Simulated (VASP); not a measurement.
Wanted: the native input for a VASP 6.6.1 run.

```
Task                   : single point
Functional             : r2SCAN
Potentials or basis    : VASP PAW PBE potentials, release 64 (Sr_sv, O)
Cutoff                 : 520 eV
k mesh                 : 8 × 8 × 8
Occupations            : gaussian, width 0.01 eV
Spin                   : no spin polarisation
Dipole correction      : no
Further INCAR settings : ALGO = Normal; EDIFF = 1e-06; NBANDS = 15
```

Crystal: SrO.

```
Sr O
1.0
     0.00000    2.68813    2.94863
     2.68813    0.00000    2.94863
     2.68813    2.68813    0.00000
Sr O
1 1
Direct
  0.00000 0.00000 0.00000
  0.25000 0.25000 0.25000
```

The cell was built by a generator and needn't be a form met in nature.

The cell isn't the ideal one: epitaxial_xy strain -3.7%.

One way to write it, as run:

POSCAR

```
SrO
1.0
    0.0000000000      2.6881284537      2.9486316035
    2.6881284537      0.0000000000      2.9486316035
    2.6881284537      2.6881284537      0.0000000000
Sr O
1 1
Direct
    0.0000000000      0.0000000000      0.0000000000
    0.2500000000      0.2500000000      0.2500000000
```

INCAR.step1

```
SYSTEM = SrO
  PREC = Accurate
  ENCUT = 520
  ISMEAR = 0
  SIGMA = 0.01
  LREAL = .FALSE.
  LASPH = .TRUE.
  NELM = 80
  NBANDS = 15
  GGA = PE
  ALGO = Normal
  EDIFF = 1E-4
  LWAVE = .TRUE.
  LCHARG = .FALSE.
```

INCAR.step2

```
SYSTEM = SrO
  PREC = Accurate
  ENCUT = 520
  EDIFF = 1E-6
  ISMEAR = 0
  SIGMA = 0.01
  LREAL = .FALSE.
  LASPH = .TRUE.
  NELM = 80
  ALGO = Normal
  ISIF = 2
  LWAVE = .FALSE.
  LCHARG = .FALSE.
  METAGGA = R2SCAN
  LMIXTAU = .TRUE.
  NBANDS = 15
  ISTART = 1
```

KPOINTS

```
regular mesh
0
G
  8 8 8
  0 0 0
```

Potentials or basis: VASP PAW PBE potentials, release 64 (Sr_sv, O).

Command:

```sh
$ cat potpaw_PBE.64/Sr_sv/POTCAR potpaw_PBE.64/O/POTCAR > POTCAR
$ cp INCAR.step1 INCAR
$ mpirun -np 1 vasp_std > vasp.out
$ cp INCAR.step2 INCAR
$ mpirun -np 1 vasp_std > vasp.out
```

It gave:

The pressure is 1.6 GPa and the band gap on the k mesh is 2.92 eV, indirect (least direct gap 3.80 eV).

Caveat: the PAW data sets were made with another functional, which shifts forces and pressure a little.

It took 98 s on 1 thread of AMD EPYC 9R45 (Zen 5) (shared host), peak memory 0.16 GiB.
